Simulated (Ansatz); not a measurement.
Mo under changes of volume

One of the cells (16.363 Å³/atom); the others are scaled copies at fixed shape and fractional positions:

```
CELL_PARAMETERS angstrom
0.00000 2.01500 2.01500
2.01500 0.00000 2.01500
2.01500 2.01500 0.00000
ATOMIC_POSITIONS crystal
Mo 0.00000 0.00000 0.00000
```

This isn't the form of Mo at room conditions, which is bcc.

| Item | Value |
| --- | --- |
| Program | Ansatz 0.2.0 |
| Functional | BLYP |
| Dispersion | D3(BJ)-ATM |
| Potentials or basis | PseudoDojo standard (PBE files) |
| Cutoff | 1088 eV (not typed: the program's choice for these potentials) |
| k mesh | 11 × 11 × 11 |
| Occupations | fermi-dirac, width 0.05 eV |
| Spin | spin-orbit coupling, no magnetisation |

```csv
volume (Å³/atom),energy over the lowest point (meV/atom),pressure (GPa)
15.381,?,?
15.708,0.00,-1.4
16.035,7.88,-6.1
16.363,24.92,-10.4
16.690,50.19,-14.2
17.017,82.79,-17.6
17.344,121.98,-20.6
```

**Question.** What does the run at 15.381 Å³/atom give?

**Answer.** Energy over the lowest point 2.29 meV/atom; pressure 3.8 GPa.

Worked out: A Birch-Murnaghan fit of order 3 (a polynomial in V^(-2/3)) to the other rows has its minimum at 15.62 Å³/atom, just outside them, with B0 = V·E''(V) = 246 GPa and B' = 4.2. It gives 2.36 meV/atom at 15.381 Å³/atom, against the run's 2.29, and -dE/dV = 3.8 GPa, against 3.8.

Energies are extrapolated to zero smearing.

Caveats: the potentials were made for another functional, which shifts forces and pressure; pairwise dispersion overbinds metals, which lowers pressure and volume.
